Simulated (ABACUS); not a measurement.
Crystal: Ga.

```
Ga
1.0
    -1.38440    1.38440    2.31122
     1.38440   -1.38440    2.31122
     1.38440    1.38440   -2.31122
Ga
1
Direct
  0.00000 0.00000 0.00000
```

This isn't the form of Ga at room conditions, which is orthorhombic.

* Program: ABACUS 3.10.1
* Task: single point
* Functional: PBE
* Potentials or basis: PseudoDojo NC SR 0.4.1 PBE standard
* Cutoff: 1361 eV
* Density cutoff: 5442 eV
* Basis: DZP LCAO (the cutoffs set its grid)
* k mesh: 13 × 13 × 13
* Occupations: fermi-dirac, width 0.05 eV
* Spin: no spin polarisation

On this cell: pressure 4.1 GPa; band gap on the k mesh none (metal or under the smearing width).

The same run follows on a disturbed copy (cell strained at random at fixed volume):

```
Ga
1.0
    -1.34574    1.36748    2.27974
     1.38532   -1.38141    2.31180
     1.38426    1.41993   -2.28809
Ga
1
Direct
  0.00017 0.01188 0.01187
```

What does the disturbed cell give?

The energy (extrapolated to zero smearing) moves by -0.0 meV/atom; pressure 4.2 GPa; band gap on the k mesh none (metal or under the smearing width).

Stress tensor (GPa, compression positive):
```
 4.68  0.15 -0.03
 0.15  4.47 -0.13
-0.03 -0.13  3.51
```

Caveats: the atomic orbitals were generated for these runs and aren't a published set; the basis of atomic orbitals isn't converged, which shifts pressures, moduli and gaps.
